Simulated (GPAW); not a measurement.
An input for GPAW 26.7.0 (Yb):

The input run.py:

```python
from ase import Atoms
from ase.dft.bandgap import bandgap
from ase.io import write
from ase.units import Bohr, GPa
from gpaw import GPAW, PW
from gpaw.elf import elf_from_dft_calculation

atoms = Atoms(['Yb'],
              cell=[[0.0, 2.5464684659, 2.5464684659],
                    [2.5464684659, 0.0, 2.5464684659],
                    [2.5464684659, 2.5464684659, 0.0]],
              scaled_positions=[[0.0, 0.0, 0.0]],
              pbc=True)
atoms.set_initial_magnetic_moments([1.0])

calc = GPAW(mode=PW(1600),
            xc='LDA',
            kpts={'size': (8, 8, 8), 'gamma': False},
            occupations={'name': 'fermi-dirac', 'width': 0.05},
            setups='hgh',
            nbands=-12,
            convergence={'density': 1e-05, 'energy': 1e-05},
            maxiter=60,
            txt='gpaw.txt')
atoms.calc = calc
energy = atoms.get_potential_energy()
forces = atoms.get_forces()
stress = atoms.get_stress()
calc.write('gs.gpw')
write('result.traj', atoms)
print(f'Energy: {energy:.6f} eV')
print('Forces (eV/A):')
print(forces.round(4))
print('Stress (GPa):', (stress / GPa).round(3))
print('Moments:', calc.get_magnetic_moments().round(3))
print('Fermi level:', round(calc.get_fermi_level(), 4), 'eV')
print(f'Gap: {bandgap(calc)[0]:.4f} eV, direct: {bandgap(calc, direct=True)[0]:.4f} eV')

# fields on the real-space grid
write('density.cube', atoms, data=calc.get_pseudo_density() * Bohr**3)
write('potential.cube', atoms, data=calc.get_electrostatic_potential())
write('spin.cube', atoms, data=(calc.get_pseudo_density(spin=0) - calc.get_pseudo_density(spin=1)) * Bohr**3)
write('elf.cube', atoms, data=elf_from_dft_calculation(calc).data)
```

Potentials or basis: HGH pseudopotentials, pw.

Command:

```console
$ OMP_NUM_THREADS=1 python run.py
```

Task: How does this run end?

Result: The run stopped without a result. It printed:

gpaw.txt:

```text
__  _  _
 | _ |_)|_||  |
 |__||  | ||/\| - 26.7.0

Input parameters:
  mode=PW(ecut=1600.0),
  convergence={'density': 1e-05, 'energy': 1e-05},
  kpts=MonkhorstPack(size=(8, 8, 8), gamma=False),
  maxiter=60,
  nbands=-12,
  occupations=Occupations(name='fermi-dirac', width=0.05),
  setups={'default': 'hgh'},
  xc=XC(name='LDA')
```

On the terminal:

```text
Traceback (most recent call last):
  File "run.py", line 26, in <module>
  File "ase/atoms.py", line 1971, in get_potential_energy
  File "new/ase_interface.py", line 292, in get_potential_energy
  File "new/ase_interface.py", line 215, in calculate_property
  File "new/ase_interface.py", line 153, in iconverge
  File "new/ase_interface.py", line 258, in create_new_calculation
  File "new/calculation.py", line 158, in from_parameters
  File "new/calculation.py", line 135, in __init__
  File "dft.py", line 987, in create_dft_calculation_components
  File "dft.py", line 973, in dft_component_builder
  File "dft.py", line 136, in dft_components_builder
  File "pw/builder.py", line 37, in __init__
  File "pwfd/builder.py", line 20, in __init__
  File "new/builder.py", line 96, in __init__
  File "setup.py", line 1323, in __init__
  File "setup.py", line 50, in create_setup
KeyError: 'Yb'
```
